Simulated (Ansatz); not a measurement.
Runs of Ansatz 0.2.0 on Al. Symmetry: Fm-3m, No. 225, cubic system. The conventional cell has a = 4.050 Å, b = 4.050 Å, c = 4.050 Å, α = 90.00°, β = 90.00°, γ = 90.00°. Al (site symmetry m-3m) has 12 Al at 2.86 Å as nearest neighbours. 

```tsv
task	level	potentials or basis	spin	cell	k mesh	cutoff (eV)	smearing	points for each segment of the path	other keys	gap on the mesh (eV)	pressure (GPa)	moment (μB)
single point	CAM-B3LYP	Ansatz NC	off	as given	8 × 8 × 8	544	gaussian 0.02 eV	-	-	none	-0.7	-
band structure	SVWN5	SSSP efficiency PAW	off	as given	11 × 11 × 11	408	tetrahedron	14	-	none	(a)	-
relaxation of cell and atoms	r2SCAN	SSSP precision PAW	off	relaxed	11 × 11 × 11	408	fermi-dirac 0.1 eV	-	-	none	0.0	-
Wannier functions	RPBE	SSSP efficiency PAW	collinear, ferromagnetic start	as given	11 × 11 × 11	408	cold 0.1 eV	-	-	none	-	0.00
single point	BLYP	SSSP efficiency PAW	collinear, ferromagnetic start	as given	11 × 11 × 11	408	gaussian 0.1 eV	-	scf.mixing.algorithm = broyden; scf.mixing.beta = 0.3; …	none	3.0	0.00
```

Question: Estimate the missing entries.

Answer: (a) -4.2.

Caveats: the starting moments weren't kept (some runs); the potentials were made for another functional, which shifts forces and pressure (some runs); the thresholds are loose for stress (some runs); with tetrahedron occupations forces and stress needn't match the slope of the energy (some runs); the plane-wave basis is chosen anew once the cell has moved, so the energies of steps on either side of that aren't comparable (some runs).

A gap of «none» marks a metal or a gap under the smearing width.
